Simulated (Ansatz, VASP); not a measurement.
One calculation of TiSi2, two programs

File INCAR:

```
SYSTEM = TiSi2
PREC = Accurate ; ENCUT = 600
EDIFF = 1E-7 ; ISMEAR = -1
SIGMA = 0.05 ; LREAL = .FALSE.
LASPH = .TRUE. ; NELM = 80
ALGO = Normal ; ISIF = 3
LWAVE = .FALSE. ; LCHARG = .FALSE.
LMAXMIX = 4 ; LDAU = .TRUE.
LDAUTYPE = 2 ; LDAUL = 2 -1
LDAUU = 6 0 ; LDAUJ = 0 0
LDAUPRINT = 1 ; GGA = PS
IBRION = 2 ; NSW = 60
EDIFFG = -0.01
```

Contents of KPOINTS:

```
regular mesh
0
G
  5 5 5
  0 0 0
```

The input POSCAR:

```
TiSi2
1.0
    0.0000000000      4.1175163063      4.2628978354
    2.3895119538      0.0000000000      4.2628978354
    2.3895119538      4.1175163063      0.0000000000
Ti Si
2 4
Direct
    0.7500000000      0.7500000000      0.7500000000
    0.5000000000      0.5000000000      0.5000000000
    0.4125656100      0.0874343900      0.4125656100
    0.0874343900      0.4125656100      0.0874343900
    0.1625656100      0.8374343900      0.1625656100
    0.8374343900      0.1625656100      0.8374343900
```

File input.yaml:

```yaml
crystal:
  lattice:
    - [0.0, 4.1175163063, 4.2628978354]
    - [2.3895119538, 0.0, 4.2628978354]
    - [2.3895119538, 4.1175163063, 0.0]
  atoms:
    - { symbol: Ti, position: [0.75, 0.75, 0.75] }
    - { symbol: Ti, position: [0.5, 0.5, 0.5] }
    - { symbol: Si, position: [0.41256561, 0.08743439, 0.41256561] }
    - { symbol: Si, position: [0.08743439, 0.41256561, 0.08743439] }
    - { symbol: Si, position: [0.16256561, 0.83743439, 0.16256561] }
    - { symbol: Si, position: [0.83743439, 0.16256561, 0.83743439] }
hamiltonian:
  xc: pbesol
  pseudopotentials: { kind: paw }
  hubbard: { sites: [{ species: Ti, l: d, u_eff: 6.0 }] }
kpoints:
  mp_grid: { grid: [5, 5, 5] }
scf:
  occupations: { method: fermi_dirac, width: 0.05 }
output:
  forces: true
  stress: true
  eigenvalues: true
relax:
  f_tol: 0.01
  max_steps: 40
  cell: { stress_tol: 0.05 }
```

The cell is a database's computed one.

Alike in both runs: task relaxation of cell and atoms; functional PBEsol; k mesh 5 × 5 × 5; occupations fermi-dirac, width 0.05 eV; no spin polarisation; Hubbard terms Ti d U = 6 eV.

```csv
,VASP,Ansatz
version,VASP 6.6.1,Ansatz 0.2.0
potentials or method,"VASP PAW PBE potentials, release 64 (Ti_sv, Si)",Ansatz PAW
plane-wave cutoff (eV),600,420
valence electrons in the cell,40,40
```

|  | VASP | Ansatz | Ansatz less VASP |
| --- | --- | --- | --- |
| gap on the k mesh at the Fermi level, each at its own relaxed structure (eV) | none | none | - |
| relaxed volume (Å³/atom) | 14.53 | 14.39 | -0.144 |
| relaxed cell length with the largest relative difference (Å) | 4.958 | 4.907 | -0.0514 |
| energy change over the relaxation (meV/atom) | -13 | -6 | +6.3 |

The programs project onto different local orbitals, so the same U acts differently. A gap of «none» marks a metal or a gap that the smearing closes.

Caveats: U without spin polarisation on a metal has little footing; the U is typed as a test and isn't derived for this compound; the PAW data sets were made with another functional, which shifts forces and pressure a little (VASP); the plane-wave basis is chosen anew once the cell has moved, so the energies of steps on either side of that aren't comparable (Ansatz); the PAW data sets come from PBE, with cores solved anew for the run's functional, which leaves a small shift of forces and pressure (Ansatz).
